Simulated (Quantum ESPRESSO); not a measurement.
Here is a Quantum ESPRESSO 7.5 calculation.

Contents of pw.in:

```
&CONTROL
  calculation = 'scf'
  prefix = 'pwscf'
  outdir = './tmp'
  pseudo_dir = './pseudo'
  tprnfor = .true.
  tstress = .true.
  disk_io = 'low'
  verbosity = 'high'
/
&SYSTEM
  ibrav = 0
  nat = 1
  ntyp = 1
  ecutwfc = 76
  nbnd = 6
  occupations = 'smearing'
  smearing = 'fd'
  degauss = 0.00367493
/
&ELECTRONS
  conv_thr = 2d-10
  electron_maxstep = 120
  mixing_beta = 0.5
  startingwfc = 'atomic'
/
ATOMIC_SPECIES
B     10.8100 B.upf
CELL_PARAMETERS angstrom
   1.8852400000    0.0000000000    0.0000000000
   0.0000000000    1.8852400000    0.0000000000
   0.0000000000    0.0000000000    1.8852400000
ATOMIC_POSITIONS angstrom
B      0.9426200000    0.9426200000    0.9426200000
K_POINTS automatic
10 10 10 1 1 1
```

The input scf2.in:

```
&CONTROL
  calculation = 'scf'
  prefix = 'pwscf'
  outdir = './tmp'
  pseudo_dir = './pseudo'
  tprnfor = .true.
  tstress = .true.
  disk_io = 'low'
  verbosity = 'high'
/
&SYSTEM
  ibrav = 0
  nat = 1
  ntyp = 1
  ecutwfc = 76
  nbnd = 6
  occupations = 'smearing'
  smearing = 'fd'
  degauss = 0.00367493
/
&ELECTRONS
  conv_thr = 1d-11
  electron_maxstep = 120
  mixing_beta = 0.5
  startingwfc = 'file'
  startingpot = 'file'
/
ATOMIC_SPECIES
B     10.8100 B.upf
CELL_PARAMETERS angstrom
   1.8852400000    0.0000000000    0.0000000000
   0.0000000000    1.8852400000    0.0000000000
   0.0000000000    0.0000000000    1.8852400000
ATOMIC_POSITIONS angstrom
B      0.9426200000    0.9426200000    0.9426200000
K_POINTS automatic
10 10 10 1 1 1
```

eels.in

```
&LR_INPUT
  prefix = 'pwscf'
  outdir = './tmp'
  restart_step = 5000
  restart = .false.
/
&LR_CONTROL
  calculator = 'lanczos'
  approximation = 'RPA_with_CLFE'
  q1 = 0.06364921245
  q2 = 0.06364921245
  q3 = 0
  itermax = 400
/
```

File spectrum.in:

```
&LR_INPUT
  prefix = 'pwscf'
  outdir = './tmp'
  eels = .true.
  itermax0 = 400
  itermax = 20000
  extrapolation = 'osc'
  epsil = 0.05
  units = 1
  start = 0
  end = 40
  increment = 0.2
/
```

The input spectrum_short.in:

```
&LR_INPUT
  prefix = 'pwscf'
  outdir = './tmp'
  eels = .true.
  itermax0 = 266
  itermax = 20000
  extrapolation = 'osc'
  epsil = 0.05
  units = 1
  start = 0
  end = 40
  increment = 0.2
/
```

Potentials or basis: PseudoDojo 0.4.1 SR PBE standard.

Launch:

```sh
$ OMP_NUM_THREADS=1 pw.x -in pw.in > pw.out
$ OMP_NUM_THREADS=1 pw.x -in scf2.in > scf2.out
$ OMP_NUM_THREADS=1 turbo_eels.x -in eels.in > eels.out
$ OMP_NUM_THREADS=1 turbo_spectrum.x -in spectrum.in > spectrum.out
$ OMP_NUM_THREADS=1 turbo_spectrum.x -in spectrum_short.in > spectrum_short.out
```

(1) Estimate the peak of the energy-loss function.

(2) Estimate the band gap on the k mesh.

(3) What does it give for the pressure?

Answers

(1) 25.0 eV.

(2) none (metal or under the smearing width).

(3) 1.2 GPa.

Caveat: the k mesh is coarse; the wave vector is under the mesh spacing, so the intraband response is poorly sampled.
